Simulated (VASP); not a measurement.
# Zn (P6_3/mmc) in VASP: further runs, part 2 of 2

VASP 6.6.1.

### Step 5. Relaxation of shape and atoms at fixed volume, PBEsol (a relaxed cell with its volume scaled by 0.98)

INCAR

```
SYSTEM = Zn
PREC = Accurate
ENCUT = 600
EDIFF = 1E-7
ISMEAR = 1
SIGMA = 0.1
LREAL = .False.
LASPH = .True.
NELM = 80
ALGO = Normal
ISIF = 4
LWAVE = .False.
LCHARG = .False.
GGA = PS
IBRION = 2
NSW = 40
EDIFFG = -0.01
```

KPOINTS

```
Automatic mesh
0
Gamma
  18 18 8
  0 0 0
```

POSCAR

```
Zn                                      
1.0
    2.5825147375      0.0000000000      0.0000000000
   -1.2912573687      2.2365233683      0.0000000000
    0.0000000000      0.0000000000      4.8435687887
  Zn            
     2
Direct
     0.3333333332999970    0.6666666667000030    0.2500000000000000
     0.6666666667000030    0.3333333332999970    0.7500000000000000
```

Potentials or basis: VASP PAW PBE potentials, release 64 (Zn).

On the command line:

```console
$ cat potpaw_PBE.64/Zn/POTCAR > POTCAR
$ mpirun -np 1 vasp_std > vasp.out
```

OUTCAR:

```text
SYSTEM = Zn
   PREC = Accurate
   ENCUT = 600
   EDIFF = 1E-7
   ISMEAR = 1
   LREAL = .False.
   LASPH = .True.
   NELM = 80
   ISIF = 4
   GGA = PS
   IBRION = 2
   NSW = 40
   EDIFFG = -0.01

 ion  position               nearest neighbor table
   1  0.333  0.667  0.250-   2 2.84   2 2.84   2 2.84   2 2.84   2 2.84   2 2.84
   2  0.667  0.333  0.750-   1 2.84   1 2.84   1 2.84   1 2.84   1 2.84   1 2.84

  LATTYP: Found a hexagonal cell.
 ALAT       =     2.5825147375
 C/A-ratio  =     1.8755241619

  Lattice vectors:

 A1 = (   2.5825147375,   0.0000000000,   0.0000000000)
 A2 = (  -1.2912573687,   2.2365233683,   0.0000000000)
 A3 = (   0.0000000000,   0.0000000000,   4.8435687887)

Analysis of symmetry for initial positions (statically):
=====================================================================
 Subroutine PRICEL returns:
 Original cell was already a primitive cell.

 Routine SETGRP: Setting up the symmetry group for a
 hexagonal supercell.

 Subroutine GETGRP returns: Found 24 space group operations
 (whereof 12 operations were pure point group operations)
 out of a pool of 24 trial point group operations.

The static configuration has the point symmetry D_3d.
 The point group associated with its full space group is D_6h.

Analysis of symmetry for dynamics (positions and initial velocities):
=====================================================================
 Subroutine PRICEL returns:
 Original cell was already a primitive cell.

 Routine SETGRP: Setting up the symmetry group for a
 hexagonal supercell.

 Subroutine GETGRP returns: Found 24 space group operations
 (whereof 12 operations were pure point group operations)
 out of a pool of 24 trial point group operations.

The dynamic configuration has the point symmetry D_3d.
 The point group associated with its full space group is D_6h.

 Subroutine INISYM returns: Found 24 space group operations
 (whereof 12 operations are pure point group operations),
 and found     1 'primitive' translations

----------------------------------------------------------------------------------------

                                     Primitive cell

  volume of cell :      27.9757

  direct lattice vectors                    reciprocal lattice vectors
     2.582514737  0.000000000  0.000000000     0.387219475  0.223561268  0.000000000
    -1.291257369  2.236523368  0.000000000     0.000000000  0.447122536  0.000000000
     0.000000000  0.000000000  4.843568789     0.000000000  0.000000000  0.206459337

  length of vectors
     2.582514737  2.582514737  4.843568789     0.447122536  0.447122536  0.206459337

  position of ions in fractional coordinates (direct lattice)
     0.333333333  0.666666667  0.250000000
     0.666666667  0.333333333  0.750000000

  ion indices of the primitive-cell ions
   primitive index   ion index
                 1           1
[... 25 lines left out ...]

 Found    185 irreducible k-points:

 Following reciprocal coordinates:
            Coordinates               Weight
  0.000000  0.000000  0.000000      1.000000
  0.055556  0.000000  0.000000      6.000000
  0.111111  0.000000  0.000000      6.000000
  0.166667  0.000000  0.000000      6.000000
  0.222222  0.000000  0.000000      6.000000
  0.277778  0.000000  0.000000      6.000000
[... 16 lines left out ...]
  0.333333  0.111111  0.000000     12.000000
  0.388889  0.111111  0.000000     12.000000
 [... further k-points ...]
   k-points           NKPTS =    185   k-points in BZ     NKDIM =    185   number of bands    NBANDS=     16
   number of dos      NEDOS =    301   number of ions     NIONS =      2
   total plane-waves  NPLWV =  23040
   dimension x,y,z NGX =    24 NGY =   24 NGZ =   40
   dimension x,y,z NGXF=    48 NGYF=   48 NGZF=   80
   ions per type =               2
   NGX,Y,Z   is equivalent  to a cutoff of  15.45, 15.45, 13.73 a.u.
   NGXF,Y,Z  is equivalent  to a cutoff of  30.90, 30.90, 27.46 a.u.
 SYSTEM =  Zn
   PREC   = accura    normal or accurate (medium, high low for compatibility)
   ISTART =      0    job   : 0-new  1-cont  2-samecut
   ICHARG =      2    charge: 1-file 2-atom 10-const
   ISPIN  =      1    spin polarized calculation?
   LNONCOLLINEAR =      F non collinear calculations
   LSORBIT =      F    spin-orbit coupling
   LASPH  =      T    aspherical Exc in radial PAW
   ENCUT  =  600.0 eV  44.10 Ry    6.64 a.u.   5.16  5.16  9.67*2*pi/ulx,y,z
   NELM   =     80;   NELMIN=  2; NELMDL= -5     # of ELM steps
   EDIFF  = 0.1E-06   stopping-criterion for ELM
   LREAL  =      F    real-space projection
   EDIFFG = -.1E-01   stopping-criterion for IOM
   NSW    =     40    number of steps for IOM
   IBRION =      2    ionic relax: 0-MD 1-quasi-New 2-CG
   NFREE  =      1    steps in history (QN), initial steepest desc. (CG)
   ISIF   =      4    stress and relaxation
   ISYM   =      2    0-nonsym 1-usesym 2-fastsym
   POTIM  = 0.5000    time-step for ionic-motion
   TEBEG  =    0.0;   TEEND  =   0.0 temperature during run
   PSTRESS=    0.0 pullay stress
   NELECT =      24.0000    total number of electrons
   NUPDOWN=      -1.0000    fix difference up-down
   EMIN   =  10.00;   EMAX   =-10.00  energy-range for DOS
   EFERMI =   0.00;   METHOD = LEGACY
   ISMEAR =     1;   SIGMA  =   0.10  broadening in eV -4-tet -1-fermi 0-gaus
   EFERMI_NEDOS =   21; number of points for ismear=-14 and -15
   IALGO  =     38    algorithm
   IMIX   =      4    mixing-type and parameters
     AMIX     =   0.40;   BMIX     =  1.00
     AMIX_MAG =   1.60;   BMIX_MAG =  1.00
  volume/ion in A,a.u.               =      13.99        94.39
  Fermi-wavevector in a.u.,A,eV,Ry     =   1.555552  2.939568 32.922610  2.419744
  Thomas-Fermi vector in A             =   2.659477
   LORBIT       =      0    0 simple, 1 ext, 2 COOP (PROOUT), +10 PAW based schemes
   GGA     = PS    functional components
   LHFCALC =     F    Hartree Fock is set to
   AEXX    =    0.0000 exact exchange contribution
   IVDW    =     0    specifies the selected vdW correction
   LEPSILON=     F    determine dielectric tensor
   LRPA    =     F    only Hartree local field effects (RPA)
 conjugate gradient relaxation of ions
 non-spin polarized calculation
 Methfessel and Paxton  Order N= 1 SIGMA  =   0.10
  energy-cutoff  :      600.00
  volume of cell :       27.98
 maximum number of plane-waves:       947
 NGX is ok and might be reduce to    24
   NGX = 11   NGY = 11   NGZ = 19

--------------------------------------- Ionic step        1  -------------------------------------------

 number of electron      23.9999985 magnetization

 Free energy of the ion-electron system (eV)
  ---------------------------------------------------
  ext. energy  EPLUGINS =         0.00000000
  ---------------------------------------------------
  free energy    TOTEN  =        -3.16675116 eV

  energy without entropy =       -3.16645593  energy(sigma->0) =       -3.16665275

------------------------ aborting loop because EDIFF is reached ----------------------------------------

  FORCE on cell =-STRESS in cart. coord.  units (eV):
  Direction    XX          YY          ZZ          XY          YZ          ZX
  --------------------------------------------------------------------------------------
  -------------------------------------------------------------------------------------
  Total        0.3962762      0.3962762      0.2505474      0.0000000      0.0000000      0.0000000
  in kB       22.6948262     22.6948262     14.3489072      0.0000000      0.0000000      0.0000000
  external PRESSURE =      19.9128532 kB  Pullay stress =       0.0000000 kB
[... 59 lines left out ...]
--------------------------------------- Ionic step        3  -------------------------------------------

 number of electron      23.9999993 magnetization

 Free energy of the ion-electron system (eV)
  ---------------------------------------------------
  ext. energy  EPLUGINS =         0.00000000
  ---------------------------------------------------
  free energy    TOTEN  =        -3.16759055 eV

  energy without entropy =       -3.16717611  energy(sigma->0) =       -3.16745240

 E-fermi :   3.6990     XC(G=0): -12.1484

 val. band max:        3.6769279522   @ k =   0.3333   0.3333   0.1250
 cond. band min:       3.7093838205   @ k =   0.3333   0.3333   0.1250
 fundamental gap:      0.0324558683
 Fermi energy:         3.6990195040

 k-point     1 :       0.0000    0.0000    0.0000
  band No.  band energies     occupation
      1      -7.5479      2.00000
      2      -5.4315      2.00000
      3      -4.5884      2.00000
      4      -4.3257      2.00000
      5      -4.3257      2.00000
      6      -4.2649      2.00000
[... 433 lines left out ...]
      3      -4.8694      2.00000
      4      -4.3290      2.00000
      5      -4.1921      2.00000
      6      -4.1709      2.00000
[... 8 lines left out ...]
     15       9.5232      0.00000
     16      10.6505      0.00000

 [... further k-points ...]
[... 5 lines left out ...]
  --------------------------------------------------------------------------------------
  -------------------------------------------------------------------------------------
  Total        0.2944056      0.2944056      0.2780647      0.0000000     -0.0000000      0.0000000
  in kB       16.8606744     16.8606744     15.9248251      0.0000000     -0.0000000      0.0000000
  external PRESSURE =      16.5487247 kB  Pullay stress =       0.0000000 kB
[... 17 lines left out ...]
  FREE ENERGIE OF THE ION-ELECTRON SYSTEM (eV)
  ---------------------------------------------------
  free  energy   TOTEN  =        -3.1675905497 eV

  energy  without entropy=       -3.1671761099  energy(sigma->0) =       -3.16745240

 reached required accuracy - stopping structural energy minimisation
```

It took 2.4 min on 1 thread of AMD EPYC 9R45 (Zen 5), shared host; peak memory 0.19 GiB.

Results:

```yaml
Free_energy: -3.1676 eV
Energy_gained_by_relaxing: 0.4 meV/atom
Ionic_steps: 3
Pressure_after_relaxing: 1.7 GPa
Band_gap_on_the_k_mesh: none (metal or under the smearing width)
```

Stress tensor (GPa, compression positive):
```
1.69 0.00 0.00
0.00 1.69 0.00
0.00 0.00 1.59
```

The path:
```csv
step,energy change (eV),largest force (eV/Å),pressure (GPa)
1,0.0000,0.0000,1.99
2,-0.0003,0.0000,1.89
3,-0.0008,0.0000,1.65
```

Final structure:
```xyz
2
Lattice="2.5947 0.0000 0.0000 -1.2973 2.2471 0.0000 0.0000 0.0000 4.7983" Properties=species:S:1:pos:R:3 pbc="T T T"
Zn    0.0000    1.4980    1.1996
Zn    1.2973    0.7490    3.5987
```

Levels at points of the mesh, in eV from the Fermi level:
```tsv
k point	band 10	band 11	band 12	band 13	band 14	band 15
(0.00, 0.00, 0.00)	-7.34	-7.34	-4.21	-3.06	14.37	18.09
(0.50, 0.00, 0.00)	-7.11	-3.27	-2.38	2.71	3.47	4.49
(0.00, 0.00, 0.50)	-7.44	-7.44	-7.44	4.79	4.79	19.71
(0.50, 0.00, 0.50)	-7.13	-2.29	-2.29	0.15	0.15	10.60
```

Caveat: the PAW data sets were made with another functional, which shifts forces and pressure a little.

### Step 6. Relaxation of shape and atoms at fixed volume, PBEsol

INCAR is that of step 5.

KPOINTS is that of step 5.

POSCAR

```
Zn                                      
1.0
    2.5999646907      0.0000000000      0.0000000000
   -1.2999823453      2.2516354711      0.0000000000
    0.0000000000      0.0000000000      4.8762965976
  Zn            
     2
Direct
     0.3333333332999970    0.6666666667000030    0.2500000000000000
     0.6666666667000030    0.3333333332999970    0.7500000000000000
```

Potentials or basis: VASP PAW PBE potentials, release 64 (Zn).

On the command line:

```console
$ cat potpaw_PBE.64/Zn/POTCAR > POTCAR
$ mpirun -np 1 vasp_std > vasp.out
```

Run time: 69 s. Hardware: 1 thread of AMD EPYC 9R45 (Zen 5), shared host; peak memory 0.19 GiB.

Results (log left out):

| Item | Value |
| --- | --- |
| Free energy | -3.1705 eV |
| Pressure after relaxing | 0.0 GPa |
| Band gap on the k mesh | none (metal or under the smearing width) |

Final structure:
```
Zn
1.0
     2.59996    0.00000    0.00000
    -1.29998    2.25164    0.00000
     0.00000    0.00000    4.87630
Zn
2
Direct
  0.33333 0.66667 0.25000
  0.66667 0.33333 0.75000
```

Levels at points of the mesh, in eV from the Fermi level:
```csv
k point,band 9,band 10,band 11,band 12,band 13,band 14,band 15,band 16
"(0.00, 0.00, 0.00)",-7.55,-7.32,-7.32,-4.18,-3.26,13.67,17.46,18.32
"(0.50, 0.00, 0.00)",-7.12,-7.10,-3.18,-2.32,2.55,3.44,4.27,5.68
"(0.00, 0.00, 0.50)",-7.42,-7.42,-7.42,-7.42,4.43,4.43,19.67,19.67
"(0.50, 0.00, 0.50)",-7.11,-7.11,-2.22,-2.22,0.14,0.14,10.25,10.25
```

Caveat: the relaxation stopped at its first step, so nothing moved; the PAW data sets were made with another functional, which shifts forces and pressure a little.

### Step 7. Overview

| task | cell | gap on the mesh (eV) | pressure (GPa) |
| --- | --- | --- | --- |
| relaxation of cell and atoms | relaxed | none | 0.0 |
| relaxation of shape and atoms at fixed volume | atoms relaxed at fixed volume from: a relaxed cell with its volume scaled by 0.94 | none | 5.9 |
| relaxation of shape and atoms at fixed volume | atoms relaxed at fixed volume from: a relaxed cell with its volume scaled by 0.96 | none | 3.5 |
| relaxation of shape and atoms at fixed volume | atoms relaxed at fixed volume from: a relaxed cell with its volume scaled by 0.98 | none | 1.7 |
| relaxation of shape and atoms at fixed volume | atoms relaxed at fixed volume | none | 0.0 |

Alike in all rows: level PBEsol; potentials or basis VASP PAW PBE potentials, release 64 (Zn); no spin polarisation; k mesh 18 × 18 × 8; cutoff (eV) 600; smearing methfessel-paxton 0.1 eV.

Caveats: the PAW data sets were made with another functional, which shifts forces and pressure a little; the relaxation stopped at its first step, so nothing moved (some runs).

Absolute energies hang on the potentials; compare differences alone.
